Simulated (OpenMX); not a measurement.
The system is Bi2Se3 (Paraguanajuatite).

```
CELL_PARAMETERS angstrom
2.07150 1.19598 9.54533
-2.07150 1.19598 9.54533
0.00000 -2.39196 9.54533
ATOMIC_POSITIONS crystal
Bi 0.59920 0.59920 0.59920
Bi 0.40080 0.40080 0.40080
Se 0.78830 0.78830 0.78830
Se 0.21170 0.21170 0.21170
Se 0.00000 0.00000 0.00000
```

Base run:

| Item | Value |
| --- | --- |
| Program | OpenMX 3.8.5 |
| Functional | PBE |
| Potentials or basis | OpenMX 2013 PBE set, Bi8.0-s3p2d2, Se7.0-s3p2d1, grid cutoff 500 Ry |
| k mesh | 9 × 9 × 9 |
| Occupations | fermi-dirac, width 0.05 eV |
| Spin | no spin polarisation |

Its results: band gap on the k mesh 0.24 eV, direct; pressure 5.5 GPa; largest force 0.737 eV/Å.

Task: The run is repeated on the same cell with these changes: potentials or basis from OpenMX 2013 PBE set, Bi8.0-s3p2d2, Se7.0-s3p2d1, grid cutoff 500 Ry to OpenMX 2013 PBE set, Bi8.0-s3p2d2f1, Se7.0-s3p2d2, grid cutoff 500 Ry. What comes out?

Result: Band gap on the k mesh 0.16 eV, direct; pressure 5.1 GPa; largest force 0.585 eV/Å.

Caveats: spin-orbit coupling is left out, which as a rule narrows the gap of such compounds by several tenths of an eV; the basis of atomic orbitals isn't converged, which shifts pressures, moduli and gaps.

Not every run made on this cell is shown here.
